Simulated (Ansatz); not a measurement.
# BiTe: from a first cell to all-electron results, part 2 of 2

Aim: relax BiTe, then solve it with and without frozen cores. Methods of the runs shown: PAW and LAPW. Its runs: cell and atoms relaxed (PAW); the reference run (LAPW and PAW).

Ansatz 0.2.0; DFT PBE; a database cell (COD). The steps go on from the part before.

**3. The relaxed cell, LAPW**

input.yaml

```yaml
crystal:
  lattice:
    - [0.0, 3.2514079712, 3.2514079712]
    - [3.2514079712, 0.0, 3.2514079712]
    - [3.2514079712, 3.2514079712, 0.0]
  atoms:
    - { symbol: Bi, position: [0.0, 0.0, 0.0] }
    - { symbol: Te, position: [0.5, 0.5, 0.5] }
kpoints:
  mp_grid: { grid: [11, 11, 11] }
  band_path:
    path:
      - [0.0, 0.0, 0.0]
      - [0.5, 0.0, 0.5]
      - [0.625, 0.25, 0.625]
      - [0.375, 0.375, 0.75]
      - [0.0, 0.0, 0.0]
      - [0.5, 0.5, 0.5]
      - [0.5, 0.25, 0.75]
      - [0.5, 0.0, 0.5]
    npoints: 14
scf:
  occupations: { method: fermi_dirac, width: 0.05 }
hamiltonian:
  xc: pbe
  pseudopotentials: { kind: all_electron, lapw: { basis_error: 0.0005 } }
output:
  forces: true
  stress: true
  eigenvalues: true
  populations: true
```

Started as:

```sh
$ ansatz run input.yaml --threads 1 --pin off --max-ram 2048MiB --backend cpu --events-out ev --progress --plain --runs-dir out
```

The program printed:

```text
Bi: projections on atomic orbitals take those of the free atom 1s2 2s2 2p6 3s2 3p6 3d10 4s2 4p6 4d10 4f14 5s2 5p6 5d10 6s2 6p3, of charge +0.00 (hamiltonian.pseudopotentials.projection_atoms)
Te: projections on atomic orbitals take those of the free atom 1s2 2s2 2p6 3s2 3p6 3d10 4s2 4p6 4d10 5s2 5p4, of charge +0.00 (hamiltonian.pseudopotentials.projection_atoms)
LAPW: plane waves up to 7.047 Å⁻¹, error target 5.0e-4 eV per atom; small_component_spin mean_spin; Te in spheres of 1.594 Å, 24 of its electrons in bands, Dirac shells []; Bi in spheres of 1.657 Å, 37 of its electrons in bands, Dirac shells []
Engine: ansatz 0.2.0
Pseudopotentials: kind: all_electron
Pseudopotential: Bi, LAPW, valence charge 37, Koelling and Harmon's equation, gaussian nucleus
Pseudopotential: Te, LAPW, valence charge 24, Koelling and Harmon's equation, gaussian nucleus
Functional definition: PBE
  parameter kappa = 0.804
  parameter beta = 0.06672455060314922
  exchange = pbe_x(kappa = kappa, mu = beta*pi^2/3)
  correlation = pbe_c(beta = beta)
Crystal: 2 atoms, lattice volume = 68.746 Å³
Basis set: ecut = 189.20438048607608 eV, 411 PW (Γ), exchange–correlation at level 2
Bands: 37, of which v1, the nominal top of the filled ones, is band 31 counted from 1 (30 counted from 0)
Symmetry: 48 space group operations
Space group: Fm-3m (ITA 225), of the structure as read, at distance tolerance 4.1e-5 Å
k-points: 56 of 1331
Non-local potential: Bi, projectors of the file, none
Non-local potential: Te, projectors of the file, none
Initial density: superposition of atomic densities (chi_scale 0.1, normalization cell, long waves kept (reshape's long-wave potential 0.00 eV rms))
Initial wavefunctions: plane waves of lowest kinetic energy (no species holds an atomic orbital)
Functional: x = pbe(κ = 0.804, μ = 0.2195149727645171), c = pbe(β = 0.06672455060314922)
iter 1 solved again at ethr=2.19e-4 eV; its pass at ethr=1.00e-1 eV (dr2=1.34e-1 eV) is discarded
SCF iter   1: F=—  HF=-770590.521144 eV  |F-HF|=—  |Δ(HF+E_count)|=         —  Δρ=9.81e-3  dr2=1.34e-1  ethr=2.19e-4  ⟨swp⟩=2.9  Hψ=13038  notcnv=0
preconditioner: auto → LDOS  [metal: Δε(μ)=0.057 eV  Ē_g=10.877 eV  σ=0.050 eV  W_gap=0.26  n_scr=14 (ndim 8)  ℏωp=14.9 eV  f_vac=0.112  D(μ)=1.61/eV (n_scr^D=14)  β→1.0]
iter 2 solved again at ethr=5.65e-6 eV; its pass at ethr=2.19e-4 eV (dr2=3.45e-3 eV) is discarded
SCF iter   2: F=—  HF=-770590.493418 eV  |F-HF|=—  |Δ(HF+E_count)|=   2.77e-2  Δρ=1.97e-3  dr2=3.44e-3  ethr=5.65e-6  ⟨swp⟩=2.0  Hψ=10680  notcnv=0
SCF iter   3: F=—  HF=-770590.497553 eV  |F-HF|=—  |Δ(HF+E_count)|=   4.14e-3  Δρ=2.58e-4  dr2=4.96e-5  ethr=5.64e-6  ⟨swp⟩=3.0  Hψ=6304  notcnv=0
SCF iter   4: F=—  HF=-770590.494837 eV  |F-HF|=—  |Δ(HF+E_count)|=   2.72e-3  Δρ=2.20e-4  dr2=2.15e-5  ethr=8.14e-8  ⟨swp⟩=3.0  Hψ=6681  notcnv=0
SCF iter   5: F=—  HF=-770590.494876 eV  |F-HF|=—  |Δ(HF+E_count)|=   3.83e-5  Δρ=5.68e-5  dr2=1.80e-6  ethr=3.52e-8  ⟨swp⟩=3.0  Hψ=6408  notcnv=0
SCF iter   6: F=—  HF=-770590.494876 eV  |F-HF|=—  |Δ(HF+E_count)|=   2.98e-7  Δρ=1.29e-5  dr2=1.11e-7  ethr=2.94e-9  ⟨swp⟩=3.0  Hψ=6408  notcnv=0
SCF iter   7: F=-770590.494876 eV  HF=-770590.494876 eV  |F-HF|=2.21e-8  |Δ(HF+E_count)|=   8.45e-8  Δρ=4.52e-6  dr2=1.28e-8  ethr=1.82e-10  ⟨swp⟩=3.0  Hψ=6370  notcnv=0
SCF 1 converged in 7 iterations: F = -770590.494876 eV  dr2 = 1.28e-8
NSCF: frozen V_eff on 99 k-points
SCF converged after 7 iterations
Free energy (F): -770590.494876 eV
Harris-Foulkes:  -770590.494876 eV  (|F-HF|=2.21e-8)
Internal energy: -770590.482667 eV  (E = F + TS)
E sigma→0 (E₀):  -770590.488772 eV
Entropy (-TS):   -0.012209 eV (-6.105 meV/atom)
Fermi energy:    12.433869 eV
--- Per-component energies (eV) ---
  E_band       = -3826.711314
  E_kinetic    = 873289.582397
  E_xc         = -15596.228691
  E_electrostatic = -1628283.836373  (all electrons and nuclei)
  E_smearing   = -0.012209  (= −TS)
  E_closure    = 0.000000  (closes the sum)
  E_atoms      = -770583.342690  (free atoms, spherical and without spin; not in F)
  Σ components = -770590.494876   (vs F -770590.494876, Δ=0.00e0)
  Basis errors (estimates in eV, not in F): energy 1.8e-4 per atom: plane waves 1.7e-4 (8.9e-5 summed), levels above the bands 3.0e-60, relativity 7.2e-9, radial functions 8.9e-6, core shells 2.6e-9; eigenvalues (radial functions only) 1.3e-6; not estimated: angular momenta, meshes, grids; target (lapw.basis_error) 5.0e-4; muffin-tin radii Te 1.594 Å, Bi 1.657 Å
--- Forces (eV/Å), atoms counted from 1 ---
  atom   1  Bi    -0.00000000    -0.00000000    -0.00000000
  atom   2  Te     0.00000000    -0.00000000     0.00000000
  max |Σ_I F_I| component: 6.16e-31 eV/Å
--- Stress (GPa, compression-positive) ---
        0.003440       0.000000       0.000000
        0.000000       0.003440       0.000000
        0.000000       0.000000       0.003440
  P = ⅓ Tr σ = 0.0034 GPa (0.034 kbar)
--- Band table (eV; the first three rows and the last of 56) ---
  k-point 0: bands = ["-147.4372", "-141.0847", "-136.2159", "-136.2145", "-136.2145", "-136.2145", "-136.2133", "-136.2133", "-136.2133", "-97.4748", "-97.4748", "-97.4748", "-79.3394", "-79.3394", "-79.3394", "-24.7994", "-24.7994", "-24.7986", "-24.7986", "-24.7986", "-10.7037", "-10.7037", "-10.7014", "-10.7014", "-10.7014", "-0.9676", "4.2734", "9.9414", "9.9414", "9.9414", "14.5709", "14.5709", "14.5709", "17.1611", "17.1611", "17.1611", "18.5000"]
  k-point 1: bands = ["-147.4372", "-141.0847", "-136.2159", "-136.2145", "-136.2145", "-136.2145", "-136.2133", "-136.2133", "-136.2133", "-97.4748", "-97.4748", "-97.4748", "-79.3394", "-79.3394", "-79.3394", "-24.7994", "-24.7994", "-24.7986", "-24.7986", "-24.7986", "-10.7040", "-10.7040", "-10.7013", "-10.7010", "-10.7010", "-0.8952", "4.0954", "9.9651", "9.9651", "10.0134", "14.2133", "14.2806", "14.2806", "17.0484", "17.3092", "17.3092", "19.0032"]
  k-point 2: bands = ["-147.4372", "-141.0847", "-136.2159", "-136.2145", "-136.2145", "-136.2145", "-136.2133", "-136.2133", "-136.2133", "-97.4748", "-97.4748", "-97.4748", "-79.3394", "-79.3394", "-79.3394", "-24.7994", "-24.7994", "-24.7985", "-24.7985", "-24.7985", "-10.7050", "-10.7050", "-10.7009", "-10.6997", "-10.6997", "-0.6796", "3.6163", "10.0401", "10.0401", "10.1885", "13.4833", "13.6356", "13.6356", "17.0569", "17.7379", "17.7379", "20.1585"]
  k-point 55: bands = ["-147.4372", "-141.0847", "-136.2159", "-136.2145", "-136.2145", "-136.2145", "-136.2133", "-136.2133", "-136.2133", "-97.4748", "-97.4748", "-97.4748", "-79.3394", "-79.3394", "-79.3394", "-24.7995", "-24.7991", "-24.7984", "-24.7982", "-24.7978", "-10.7128", "-10.7040", "-10.6991", "-10.6975", "-10.6921", "1.2429", "1.6272", "7.4844", "7.7978", "10.7192", "12.3514", "15.9940", "16.4367", "17.2539", "17.9878", "21.9522", "22.3127"]
--- Löwdin populations: 2 sites ---
  site symbol       q [e]
     0     Bi     82.8765
     1     Te     52.0609
  spilling = 0.000463 (of n_electrons = 135.000000)
```

Wall time 36 s (1 thread of Arm Neoverse V1, shared host); peak memory 0.43 GiB.

In short: pressure 0.00 GPa; no gap.

At the corners of the path (eV, zero at the Fermi level):

```tsv
point	band 27	band 28	band 29	band 30	band 31	band 32	band 33
Γ	-8.16	-2.49	-2.49	-2.49	2.14	2.14	2.14
X	-9.92	-5.54	-3.93	-3.93	2.32	3.53	3.53
U	-10.63	-5.18	-3.44	-3.38	1.96	1.96	3.87
K	-10.63	-5.18	-3.44	-3.38	1.96	1.96	3.87
Γ	-8.16	-2.49	-2.49	-2.49	2.14	2.14	2.14
L	-11.17	-1.88	-1.88	-1.58	-0.79	-0.58	-0.58
W	-10.81	-4.87	-4.87	-1.55	-0.23	3.90	3.90
X	-9.92	-5.54	-3.93	-3.93	2.32	3.53	3.53
```

**4. The relaxed cell, PAW**

input.yaml

```yaml
crystal:
  lattice:
    - [0.0, 3.2514079712, 3.2514079712]
    - [3.2514079712, 0.0, 3.2514079712]
    - [3.2514079712, 3.2514079712, 0.0]
  atoms:
    - { symbol: Bi, position: [0.0, 0.0, 0.0] }
    - { symbol: Te, position: [0.5, 0.5, 0.5] }
kpoints:
  mp_grid: { grid: [11, 11, 11] }
scf:
  occupations: { method: fermi_dirac, width: 0.05 }
hamiltonian:
  xc: pbe
  pseudopotentials: { kind: paw }
output:
  forces: true
  stress: true
  eigenvalues: true
  efg: { contact_densities: true }
  populations: true
```

Started as:

```sh
$ ansatz run input.yaml --threads 1 --pin off --max-ram 2048MiB --backend cpu --events-out ev --progress --plain --runs-dir out
```

The program printed, cut to the lines that bear on the results:

```text
Te, Bi: output.efg is read without spin–orbit coupling, which moves field gradients at and beside such atoms by some per cent and up to a factor of two; PAW files take it under magnetization.noncollinear and magnetization.spin_orbit
[...]
[... 4 set-up lines as earlier in the session ...]
[...]
Crystal: 2 atoms, lattice volume = 68.746 Å³
Basis set: ecut = 420 eV, 1363 PW (Γ), exchange–correlation on 64×64×64 points (8 copies of the dense FFT grid, shifted against one another)
Bands: 20, of which v1, the nominal top of the filled ones, is band 16 counted from 1 (15 counted from 0)
[... 2 set-up lines as earlier in the session ...]
k-points: 56 of 1331
[...]
       -0.000000      -0.009699      -0.000000
       -0.000000       0.000000      -0.009699
  P = ⅓ Tr σ = -0.0097 GPa (-0.097 kbar)
--- PAW observables at the nuclei: V_zz in 10²¹ V/m², potentials from the cell's mean, atoms counted from 1 ---
  atom   1  Bi V_zz =    -0.000000   η = 0.0000   by run symmetry: forbidden
            electrostatic potential = -17829.382953 V   contact ρ = 17906491.585265 e/Å³
  atom   2  Te V_zz =    +0.000000   η = 0.0000   by run symmetry: forbidden
            electrostatic potential = -8648.809872 V   contact ρ = 1468769.646053 e/Å³
--- Band table (eV; the first three rows and the last of 56) ---
  k-point 0: bands = ["-27.6549", "-27.6549", "-27.6541", "-27.6541", "-27.6541", "-13.5575", "-13.5575", "-13.5553", "-13.5553", "-13.5553", "-3.8233", "1.4173", "7.0858", "7.0858", "7.0858", "11.7152", "11.7152", "11.7152", "14.3058", "14.3058"]
[...]
--- Löwdin populations: 2 sites ---
  site symbol       q [e]
     0     Bi     14.8751
     1     Te     16.0584
  spilling = 0.002144 (of n_electrons = 31.000000)
```

Run time: 7.8 s. Hardware: 1 thread of Arm Neoverse V1, shared host; peak memory 0.44 GiB.

In short: pressure -0.01 GPa; no gap.

**5. The series in one table**

| run | pressure (GPa) | SCF cycles, all passes |
| --- | --- | --- |
| Relaxed cell, LAPW | 0.00 | 7 |
| Relaxed cell, PAW | -0.01 | 6 |

**6. Outcome**

The summary covers parts 1 to 2.

| quantity | value |
| --- | --- |
| volume, relaxed (PAW) | 34.373 Å³/atom, Fm-3m |
| gap (LAPW) | none |

In words: Relaxing changes the volume by +1.5 %, to 34.37 Å³/atom. With 61 electrons in the bands of a cell, and no spin, a band must be partly filled: it is a metal at this level. PAW lies -0.01 GPa from LAPW in pressure. Spin-orbit coupling is left out, though the cell holds Bi; in elements this heavy it can shift bands and gaps by tenths of an eV.
